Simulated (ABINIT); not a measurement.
Crystal: Mg.

```xyz
2
Lattice="3.2093 0.0000 0.0000 -1.6046 2.7793 0.0000 0.0000 0.0000 5.2103" Properties=species:S:1:pos:R:3 pbc="T T T"
Mg    1.6047    0.9264    3.9077
Mg    0.0000    1.8529    1.3026
```

Base run:

- Program: ABINIT 10.8.3 (patched build)
- Functional: PBEsol
- Potentials or basis: PseudoDojo NC SR PBEsol v0.4.1 standard
- Cutoff: 1143 eV
- k mesh: 10 × 10 × 5
- Occupations: fermi-dirac, width 0.05 eV
- Spin: no spin polarisation

Its results: band gap on the k mesh none (metal or under the smearing width); pressure -1.0 GPa.

Question: The run is repeated on the same cell with these changes: functional from PBEsol to LDA; potentials or basis from PseudoDojo NC SR PBEsol v0.4.1 standard to PseudoDojo NC SR LDA v0.4.1 standard. What comes out?

Answer: Band gap on the k mesh none (metal or under the smearing width); pressure -2.3 GPa.
